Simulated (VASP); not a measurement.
VASP, PAW. Band gap of MgF₂ (rutile) (no spin-orbit coupling).

```tsv
level	band gap (eV)
PBE (own cell)	6.85
LDA (own cell)	7.16
```

**Question.** Estimate the band gap from TPSS (own cell), PBEsol (own cell), r2SCAN (own cell) and from experiment.

**Answer.** 
The TPSS (own cell) comes out as 7.29 eV, the PBEsol (own cell) is 6.92 eV and the r2SCAN (own cell) is 8.11 eV. The measured comes out as 12.40 eV (as given by Andrés Aguado et al., Journal of the Physical Society of Japan (1999), arXiv:cond-mat/9901145).

Only levels that ran to the end are used. Left out are those held back, those with too coarse a band path, GW runs whose mesh misses a band edge, hybrids' fits of cells that aren't cubic and levels without matching references; a question may draw on a part of the rest.

The compound is MgF2 in the rutile structure.
